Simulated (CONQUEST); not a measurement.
ZnGeP2 under changes of volume

One of the cells (20.048 Å³/atom); the others are scaled copies at fixed shape and fractional positions:

```
CELL_PARAMETERS angstrom
5.46000 0.00000 0.00000
0.00000 5.46000 0.00000
0.00000 0.00000 10.76000
ATOMIC_POSITIONS crystal
Ge 0.00000 0.50000 0.75000
Ge 0.50000 0.00000 0.25000
Ge 0.00000 0.00000 0.50000
Ge 0.50000 0.50000 0.00000
Zn 0.00000 0.50000 0.25000
Zn 0.50000 0.00000 0.75000
Zn 0.00000 0.00000 0.00000
Zn 0.50000 0.50000 0.50000
P 0.25000 0.76400 0.37500
P 0.75000 0.26400 0.87500
P 0.23600 0.25000 0.62500
P 0.73600 0.75000 0.12500
P 0.25000 0.73600 0.87500
P 0.75000 0.23600 0.37500
P 0.26400 0.25000 0.12500
P 0.76400 0.75000 0.62500
```

* Program: CONQUEST 1.3
* Functional: LDA
* Potentials or basis: PseudoDojo NC LDA, DZP, grid of 60 × 60 × 108 points
* k mesh: 4 × 4 × 2
* Occupations: fermi-dirac, width 0.05 eV
* Spin: no spin polarisation

| volume (Å³/atom) | energy over the lowest point (meV/atom) | pressure (GPa) | gap on the mesh (eV) | largest force (eV/Å) |
| --- | --- | --- | --- | --- |
| 18.845 | 8.88 | 3.8 | 1.21 | 0.893 |
| 19.246 | 1.89 | 1.8 | 1.24 | 0.814 |
| 19.647 | 0.00 | -0.2 | 1.26 | 0.754 |
| 20.048 | 2.53 | -1.7 | 1.27 | 0.682 |
| 20.449 | 8.88 | -3.3 | 1.21 | 0.617 |
| 20.850 | ? | ? | ? | ? |
| 21.251 | 31.85 | -5.7 | 0.94 | 0.507 |

Problem. What does the run at 20.850 Å³/atom give?

Solution. Energy over the lowest point 18.88 meV/atom; pressure -4.6 GPa; gap on the mesh 1.09 eV; largest force 0.565 eV/Å.

Worked out: A Birch-Murnaghan fit of order 3 (a polynomial in V^(-2/3)) to the other rows has its minimum at 19.61 Å³/atom with B0 = V·E''(V) = 87 GPa and B' = 4.9 at fixed shape and positions, which overstates the stiffness. It gives 18.84 meV/atom at 20.850 Å³/atom, against the run's 18.88, and -dE/dV = -4.6 GPa, against -4.6. A parabola through the other rows of the gap, of slope -6.33 eV per unit of ln V there, gives 1.09 eV, against the run's 1.09.

Energies are extrapolated to zero smearing.

Caveats: the basis of atomic orbitals isn't converged, which shifts pressures, moduli and gaps.

A mesh can miss the band edges. Spin-orbit coupling on Ge is left out.
